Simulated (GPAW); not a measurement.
MnS:

```
Mn S
1.0
     3.95358    0.00000    0.00000
    -1.97679    3.42390    0.00000
     0.00000    0.00000    6.34253
Mn S
2 2
Direct
  0.66667 0.33333 0.49884
  0.33333 0.66667 0.99884
  0.33333 0.66667 0.62615
  0.66667 0.33333 0.12615
```

The cell is a database's computed one.

Base run:

* Program: GPAW 26.7.0
* Functional: LDA
* Potentials or basis: the program's PAW data sets (release 1.2.1) made for this functional
* Cutoff: 450 eV
* Basis: pw
* k mesh: 6 × 6 × 4
* Occupations: fermi-dirac, width 0.05 eV
* Spin: collinear spin, ferromagnetic start
* Starting moments: [5.0, 5.0, 0.0, 0.0] μB

Its results: band gap on the k mesh none (metal or under the smearing width); pressure -4.4 GPa; net moment 9.54 μB per cell; site moments Mn +4.08; S +0.09 μB; largest force 0.251 eV/Å.

Task: The run is repeated on the same cell with these changes: functional from LDA to PBEsol; potentials or basis from the program's PAW data sets (release 1.2.1) made for this functional to PAW data sets generated in the run's folder for this functional. What comes out?

Result: Band gap on the k mesh none (metal or under the smearing width); pressure -0.5 GPa; net moment 9.76 μB per cell; site moments Mn +4.18; S +0.09 μB; largest force 0.278 eV/Å.

Caveats: the cutoff is short for stress and forces, so pressures can be off by a GPa or more; semilocal functionals often make such compounds metallic where correlation or magnetic order opens a gap, which also shifts bond lengths; only a ferromagnetic start was run, and an antiferromagnetic order may lie lower in energy.
